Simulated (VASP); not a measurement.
# SiNi3 (Pm-3m) in VASP: a series of runs

The runs below take SiNi3 through single point, relaxation of cell and atoms, with LDA.

Program: VASP 6.6.1. These are calculated values, not measurements. Logs are shortened: lines on timing, memory, paths and dates and some standing lists are left out, and cuts for length are marked.

## 1. The undisturbed crystal

It takes space group Pm-3m (No. 221, cubic). The conventional cell has a = 3.428 Å, b = 3.428 Å, c = 3.428 Å, α = 90.00°, β = 90.00°, γ = 90.00°. Si (site symmetry m-3m) has 12 Ni at 2.42 Å as nearest neighbours. Around Ni (site symmetry 4/mmm) lie 4 Si at 2.42 Å and 8 Ni at 2.42 Å.

The cell comes from a database or a generator and needn't be the stable form of this composition.

## 2. Single point, LDA (cell and atoms relaxed tightly for response)

Input file INCAR:

```
  PREC = Accurate
  ENCUT = 520
  EDIFF = 1E-6
  ISMEAR = -1
  SIGMA = 0.15
  LREAL = False
  LASPH = True
  NELM = 100
  ALGO = Fast
  ISIF = 2
  LWAVE = False
  LCHARG = False
  NBANDS = 25
```

Input file KPOINTS:

```
regular mesh
0
Gamma
  10 10 10
```

Input file POSCAR:

```
SiNi3
1.0
    3.4297339787      0.0000000000      0.0000000000
    0.0000000000      3.4297339787      0.0000000000
    0.0000000000      0.0000000000      3.4297339787
Si Ni
1 3
Direct
    0.0000000000      0.0000000000      0.0000000000
    0.0000000000      0.5000000000      0.5000000000
    0.5000000000      0.5000000000      0.0000000000
    0.5000000000      0.0000000000      0.5000000000
```

Potentials or basis: VASP PAW LDA potentials, release 64 (Si, Ni).

Launch:

```sh
> cat potpaw_LDA.64/Si/POTCAR potpaw_LDA.64/Ni/POTCAR > POTCAR
> mpirun -np 1 vasp_std > vasp.out
```

OUTCAR:

```text
PREC = Accurate
   ENCUT = 520
   EDIFF = 1E-6
   ISMEAR = -1
   LREAL = False
   LASPH = True
   NELM = 100
   ISIF = 2

 ion  position               nearest neighbor table
   1  0.000  0.000  0.000-   2 2.43   3 2.43   4 2.43   2 2.43   4 2.43   2 2.43   3 2.43   2 2.43
                             3 2.43   4 2.43   4 2.43   3 2.43
   2  0.000  0.500  0.500-   1 2.43   3 2.43   4 2.43   1 2.43   3 2.43   1 2.43   4 2.43   1 2.43
                             3 2.43   4 2.43   3 2.43   4 2.43
   3  0.500  0.500  0.000-   1 2.43   2 2.43   4 2.43   2 2.43   4 2.43   1 2.43   4 2.43   4 2.43
                             1 2.43   2 2.43   2 2.43   1 2.43
   4  0.500  0.000  0.500-   1 2.43   2 2.43   3 2.43   1 2.43   3 2.43   2 2.43   3 2.43   3 2.43
                             1 2.43   2 2.43   1 2.43   2 2.43

  LATTYP: Found a simple cubic cell.
 ALAT       =     3.4297339787

  Lattice vectors:

 A1 = (   3.4297339787,   0.0000000000,   0.0000000000)
 A2 = (   0.0000000000,   3.4297339787,   0.0000000000)
 A3 = (   0.0000000000,   0.0000000000,   3.4297339787)

Analysis of symmetry for initial positions (statically):
=====================================================================
 Subroutine PRICEL returns:
 Original cell was already a primitive cell.

 Routine SETGRP: Setting up the symmetry group for a
 simple cubic supercell.

 Subroutine GETGRP returns: Found 48 space group operations
 (whereof 48 operations were pure point group operations)
 out of a pool of 48 trial point group operations.

The static configuration has the point symmetry O_h .

Analysis of symmetry for dynamics (positions and initial velocities):
=====================================================================
 Subroutine PRICEL returns:
 Original cell was already a primitive cell.

 Routine SETGRP: Setting up the symmetry group for a
 simple cubic supercell.

 Subroutine GETGRP returns: Found 48 space group operations
 (whereof 48 operations were pure point group operations)
 out of a pool of 48 trial point group operations.

The dynamic configuration has the point symmetry O_h .

 Subroutine INISYM returns: Found 48 space group operations
 (whereof 48 operations are pure point group operations),
 and found     1 'primitive' translations

----------------------------------------------------------------------------------------

                                     Primitive cell

  volume of cell :      40.3442

  direct lattice vectors                    reciprocal lattice vectors
     3.429733979  0.000000000  0.000000000     0.291567803  0.000000000  0.000000000
     0.000000000  3.429733979  0.000000000     0.000000000  0.291567803  0.000000000
     0.000000000  0.000000000  3.429733979     0.000000000  0.000000000  0.291567803

  length of vectors
     3.429733979  3.429733979  3.429733979     0.291567803  0.291567803  0.291567803

  position of ions in fractional coordinates (direct lattice)
     0.000000000  0.000000000  0.000000000
     0.000000000  0.500000000  0.500000000
     0.500000000  0.500000000  0.000000000
     0.500000000  0.000000000  0.500000000

  ion indices of the primitive-cell ions
   primitive index   ion index
                 1           1
                 2           2
                 3           3
                 4           4

----------------------------------------------------------------------------------------

 KPOINTS: regular mesh

Automatic generation of k-mesh.
 Grid dimensions read from file:
 generate k-points for:   10   10   10

 Generating k-lattice:

  Cartesian coordinates                     Fractional coordinates (reciprocal lattice)
     0.029156780  0.000000000  0.000000000     0.100000000  0.000000000  0.000000000
     0.000000000  0.029156780  0.000000000     0.000000000  0.100000000  0.000000000
     0.000000000  0.000000000  0.029156780     0.000000000  0.000000000  0.100000000

  Length of vectors
     0.029156780  0.029156780  0.029156780

  Shift w.r.t. Gamma in fractional coordinates (k-lattice)
     0.000000000  0.000000000  0.000000000

 Subroutine IBZKPT returns following result:
 ===========================================

 Found     56 irreducible k-points:

 Following reciprocal coordinates:
            Coordinates               Weight
  0.000000  0.000000  0.000000      1.000000
  0.100000  0.000000  0.000000      6.000000
  0.200000  0.000000  0.000000      6.000000
  0.300000  0.000000  0.000000      6.000000
  0.400000  0.000000  0.000000      6.000000
  0.500000  0.000000  0.000000      3.000000
[... 16 lines left out ...]
  0.200000  0.100000  0.100000     24.000000
  0.300000  0.100000  0.100000     24.000000
 [... further k-points ...]
   k-points           NKPTS =     56   k-points in BZ     NKDIM =     56   number of bands    NBANDS=     25
   number of dos      NEDOS =    301   number of ions     NIONS =      4
   total plane-waves  NPLWV =  21952
   dimension x,y,z NGX =    28 NGY =   28 NGZ =   28
   dimension x,y,z NGXF=    56 NGYF=   56 NGZF=   56
   ions per type =               1   3
   NGX,Y,Z   is equivalent  to a cutoff of  13.57, 13.57, 13.57 a.u.
   NGXF,Y,Z  is equivalent  to a cutoff of  27.14, 27.14, 27.14 a.u.
 SYSTEM =  unknown system
   PREC   = accura    normal or accurate (medium, high low for compatibility)
   ISTART =      0    job   : 0-new  1-cont  2-samecut
   ICHARG =      2    charge: 1-file 2-atom 10-const
   ISPIN  =      1    spin polarized calculation?
   LNONCOLLINEAR =      F non collinear calculations
   LSORBIT =      F    spin-orbit coupling
   LASPH  =      T    aspherical Exc in radial PAW
   ENCUT  =  520.0 eV  38.22 Ry    6.18 a.u.   6.38  6.38  6.38*2*pi/ulx,y,z
   NELM   =    100;   NELMIN=  2; NELMDL= -5     # of ELM steps
   EDIFF  = 0.1E-05   stopping-criterion for ELM
   LREAL  =      F    real-space projection
   EDIFFG = 0.1E-04   stopping-criterion for IOM
   NSW    =      0    number of steps for IOM
   IBRION =     -1    ionic relax: 0-MD 1-quasi-New 2-CG
   NFREE  =      0    steps in history (QN), initial steepest desc. (CG)
   ISIF   =      2    stress and relaxation
   ISYM   =      2    0-nonsym 1-usesym 2-fastsym
   POTIM  = 0.5000    time-step for ionic-motion
   TEBEG  =    0.0;   TEEND  =   0.0 temperature during run
   PSTRESS=    0.0 pullay stress
   NELECT =      34.0000    total number of electrons
   NUPDOWN=      -1.0000    fix difference up-down
   EMIN   =  10.00;   EMAX   =-10.00  energy-range for DOS
   EFERMI =   0.00;   METHOD = LEGACY
   ISMEAR =    -1;   SIGMA  =   0.15  broadening in eV -4-tet -1-fermi 0-gaus
   EFERMI_NEDOS =   21; number of points for ismear=-14 and -15
   IALGO  =     68    algorithm
   IMIX   =      4    mixing-type and parameters
     AMIX     =   0.40;   BMIX     =  1.00
     AMIX_MAG =   1.60;   BMIX_MAG =  1.00
  volume/ion in A,a.u.               =      10.09        68.06
  Fermi-wavevector in a.u.,A,eV,Ry     =   1.546348  2.922175 32.534164  2.391194
  Thomas-Fermi vector in A             =   2.651597
   LORBIT       =      0    0 simple, 1 ext, 2 COOP (PROOUT), +10 PAW based schemes
   GGA     = CA    functional components
   LHFCALC =     F    Hartree Fock is set to
   AEXX    =    0.0000 exact exchange contribution
   IVDW    =     0    specifies the selected vdW correction
   LEPSILON=     F    determine dielectric tensor
   LRPA    =     F    only Hartree local field effects (RPA)
 non-spin polarized calculation
 RMM-DIIS sequential band-by-band and
  energy-cutoff  :      520.00
  volume of cell :       40.34
 maximum number of plane-waves:      1108
 NGX is ok and might be reduce to    28
   NGX = 13   NGY = 13   NGZ = 13

 number of electron      33.9999982 magnetization

 Free energy of the ion-electron system (eV)
  ---------------------------------------------------
  ext. energy  EPLUGINS =         0.00000000
  ---------------------------------------------------
  free energy    TOTEN  =       -27.99225626 eV

  energy without entropy =      -27.84538468  energy(sigma->0) =      -27.91882047

 E-fermi :  11.5510     XC(G=0): -13.7410

 val. band max:       11.5343943326   @ k =   0.5000   0.5000   0.3000
 cond. band min:      11.6097198161   @ k =   0.4000   0.4000   0.3000
 fundamental gap:      0.0753254835
 Fermi energy:        11.5510215477

 k-point     1 :       0.0000    0.0000    0.0000
  band No.  band energies     occupation
      1      -0.9292      2.00000
      2       6.1463      2.00000
      3       6.9928      2.00000
      4       6.9928      2.00000
      5       7.5248      2.00000
      6       7.5248      2.00000
[... 17 lines left out ...]
     24      22.4726      0.00000
     25      22.4726      0.00000

 k-point     2 :       0.1000    0.0000    0.0000
  band No.  band energies     occupation
      1      -0.8054      2.00000
      2       6.1771      2.00000
      3       6.8361      2.00000
      4       7.0824      2.00000
      5       7.5203      2.00000
      6       7.5203      2.00000
[... 17 lines left out ...]
     24      22.0752      0.00000
     25      22.1989      0.00000

 k-point     3 :       0.2000    0.0000    0.0000
  band No.  band energies     occupation
      1      -0.4411      2.00000
      2       5.9290      2.00000
      3       6.6374      2.00000
      4       7.3367      2.00000
      5       7.4983      2.00000
      6       7.4983      2.00000
[... 17 lines left out ...]
     24      20.8233      0.00000
     25      21.8599      0.00000

 k-point     4 :       0.3000    0.0000    0.0000
  band No.  band energies     occupation
      1       0.1363      2.00000
      2       4.9823      2.00000
      3       6.8401      2.00000
      4       7.4492      2.00000
      5       7.4492      2.00000
      6       7.7066      2.00000
[... 17 lines left out ...]
     24      20.0188      0.00000
     25      23.0228      0.00000

 k-point     5 :       0.4000    0.0000    0.0000
  band No.  band energies     occupation
      1       0.8373      2.00000
      2       3.9145      2.00000
      3       7.0942      2.00000
      4       7.3925      2.00000
      5       7.3925      2.00000
      6       7.9654      2.00000
[... 17 lines left out ...]
     24      19.7196      0.00000
     25      23.0400      0.00000

 k-point     6 :       0.5000    0.0000    0.0000
  band No.  band energies     occupation
      1       1.2699      2.00000
      2       3.3410      2.00000
      3       7.2074      2.00000
      4       7.3675      2.00000
      5       7.3675      2.00000
      6       8.0335      2.00000
[... 17 lines left out ...]
     24      19.5896      0.00000
     25      22.8386      0.00000
[... 393 lines left out ...]
 k-point    21 :       0.5000    0.5000    0.0000
  band No.  band energies     occupation
      1       2.8356      2.00000
      2       5.0030      2.00000
      3       5.0030      2.00000
      4       7.1168      2.00000
      5       7.5793      2.00000
      6       8.3262      2.00000
[... 17 lines left out ...]
     24      22.8672      0.00000
     25      23.0240      0.00000

 k-point    22 :       0.1000    0.1000    0.1000
  band No.  band energies     occupation
      1      -0.5607      2.00000
      2       6.2559      2.00000
      3       6.8833      2.00000
      4       6.8833      2.00000
      5       7.3848      2.00000
      6       7.6369      2.00000
[... 17 lines left out ...]
     24      21.6769      0.00000
     25      21.6769      0.00000

 k-point    23 :       0.2000    0.1000    0.1000
  band No.  band energies     occupation
      1      -0.2025      2.00000
      2       6.0613      2.00000
      3       6.6461      2.00000
      4       7.0920      2.00000
      5       7.3074      2.00000
      6       7.6643      2.00000
[... 17 lines left out ...]
     24      20.1109      0.00000
     25      21.9443      0.00000

 k-point    24 :       0.3000    0.1000    0.1000
  band No.  band energies     occupation
      1       0.3637      2.00000
      2       5.1462      2.00000
      3       6.8172      2.00000
      4       7.2678      2.00000
      5       7.2838      2.00000
      6       7.8139      2.00000
[... 17 lines left out ...]
     24      21.3393      0.00000
     25      22.5244      0.00000

 [... further k-points ...]
[... 5 lines left out ...]
  --------------------------------------------------------------------------------------
  -------------------------------------------------------------------------------------
  Total        0.0565548      0.0565548      0.0565548      0.0000000      0.0000000      0.0000000
  in kB        2.2459427      2.2459427      2.2459427      0.0000000      0.0000000      0.0000000
  external PRESSURE =       2.2459427 kB  Pullay stress =       0.0000000 kB

 VOLUME and BASIS-vectors are now :
 -----------------------------------------------------------------------------
  energy-cutoff  :      520.00
  volume of cell :       40.34
      direct lattice vectors                 reciprocal lattice vectors
     3.429733979  0.000000000  0.000000000     0.291567803  0.000000000  0.000000000
     0.000000000  3.429733979  0.000000000     0.000000000  0.291567803  0.000000000
     0.000000000  0.000000000  3.429733979     0.000000000  0.000000000  0.291567803

 POSITION                                       TOTAL-FORCE (eV/Angst)
 -----------------------------------------------------------------------------------
      0.00000      0.00000      0.00000         0.000000      0.000000      0.000000
      0.00000      1.71487      1.71487         0.000000      0.000000      0.000000
      1.71487      1.71487      0.00000         0.000000      0.000000      0.000000
      1.71487      0.00000      1.71487         0.000000      0.000000      0.000000
 -----------------------------------------------------------------------------------
    total drift:                                0.000000      0.000000      0.000000

  FREE ENERGIE OF THE ION-ELECTRON SYSTEM (eV)
  ---------------------------------------------------
  free  energy   TOTEN  =       -27.9922562599 eV

  energy  without entropy=      -27.8453846786  energy(sigma->0) =      -27.91882047
```

Wall time 28 s (1 thread of Intel Xeon 6975P-C (Granite Rapids), shared host); peak memory 0.16 GiB.

What came out:

```yaml
Free_energy: -27.9923 eV
Pressure: 0.2 GPa
Band_gap_on_the_k_mesh: none (metal or under the smearing width)
```

Spin polarisation is off, so any magnetic state and its effect on volume and gap are missing.

## 3. Relaxation of cell and atoms, LDA (cell and atoms relaxed tightly for response)

Input file INCAR:

```
PREC = Accurate
ENCUT = 600
EDIFF = 1E-6
ISMEAR = -1
SIGMA = 0.15
LREAL = F
LASPH = T
NELM = 100
ALGO = Fast
ISIF = 3
LWAVE = F
LCHARG = F
IBRION = 2
NSW = 80
EDIFFG = -0.001
```

Input file KPOINTS:

```
Automatic mesh
0
Gamma
  10 10 10
```

Input file POSCAR:

```
SiNi3
1.0
    3.4282169426      0.0000000000      0.0000000000
    0.0000000000      3.4282169426      0.0000000000
    0.0000000000      0.0000000000      3.4282169426
Si Ni
1 3
Direct
    0.0000000000      0.0000000000      0.0000000000
    0.0000000000      0.5000000000      0.5000000000
    0.5000000000      0.5000000000      0.0000000000
    0.5000000000      0.0000000000      0.5000000000
```

Potentials or basis: VASP PAW LDA potentials, release 64 (Si, Ni).

Launch:

```sh
> cat potpaw_LDA.64/Si/POTCAR potpaw_LDA.64/Ni/POTCAR > POTCAR
> mpirun -np 1 vasp_std > vasp.out
```

It took 77 s on 1 thread of Intel Xeon 6975P-C (Granite Rapids), shared host; peak memory 0.18 GiB.

It converged, with:

```
Free energy                            : -27.9921 eV
Relaxed volume                         : 10.09 Å³/atom
Relaxed cell                           : a = 3.430 Å, b = 3.430 Å, c = 3.430 Å, α = 90.00°, β = 90.00°, γ = 90.00°
Space group after relaxing (to 0.05 Å) : Pm-3m (No. 221)
Energy gained by relaxing              : 0.0 meV/atom
Ionic steps                            : 8
Pressure after relaxing                : 0.0 GPa
Band gap on the k mesh                 : none (metal or under the smearing width)
```

Final structure:
```
Si Ni
1.0
     3.43013    0.00000    0.00000
     0.00000    3.43013    0.00000
     0.00000    0.00000    3.43013
Si Ni
1 3
Direct
  0.00000 0.00000 0.00000
  0.00000 0.50000 0.50000
  0.50000 0.50000 0.00000
  0.50000 0.00000 0.50000
```

Levels at points of the mesh, in eV from the Fermi level:
```tsv
k point	band 15	band 16	band 17	band 18	band 19	band 20
(0.00, 0.00, 0.00)	-0.77	-0.41	-0.08	-0.08	-0.08	5.34
(0.50, 0.00, 0.00)	-1.36	-0.69	-0.07	3.80	3.80	5.36
(0.50, 0.50, 0.00)	-1.33	-1.21	-1.17	0.63	0.63	5.94
(0.50, 0.50, 0.50)	-1.48	-0.59	-0.33	-0.33	-0.33	1.41
```

Spin polarisation is off, so any magnetic state and its effect on volume and gap are missing.
